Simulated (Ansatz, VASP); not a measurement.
# One calculation of Ta, two programs

```xyz
2
Lattice="2.8323 0.0000 0.0000 -1.4161 2.4528 0.0000 0.0000 0.0000 5.0269" Properties=species:S:1:pos:R:3 pbc="T T T"
Ta    0.0000    1.6352    1.2567
Ta    1.4161    0.8176    3.7702
```

Alike in both runs: task single point; functional revPBE; k mesh 14 × 14 × 7; occupations fermi-dirac, width 0.1 eV; no spin polarisation.

|  | VASP | Ansatz |
| --- | --- | --- |
| version | VASP 6.6.1 | Ansatz 0.2.0 |
| potentials or method | VASP PAW PBE potentials, release 64 (Ta_pv) | plane waves (420 eV) with PAW, scalar-relativistic |
| plane-wave cutoff (eV) | 520 | 420 |
| valence electrons in the cell | 22 | 26 |

```csv
,VASP,Ansatz,Ansatz less VASP
pressure (GPa),18.3,18.2,-0.14
largest component of the traceless stress (GPa),1.52,1.50,-0.020
```

The two sets of potentials don't hold the same shells in valence.

Caveats: so large a pressure means that the cell lies far from this level's equilibrium, or that cutoff or potentials fall short (VASP); the potentials were made for another functional, which shifts forces and pressure (VASP). The runs have no spin-orbit coupling, so splittings on Ta are missing.
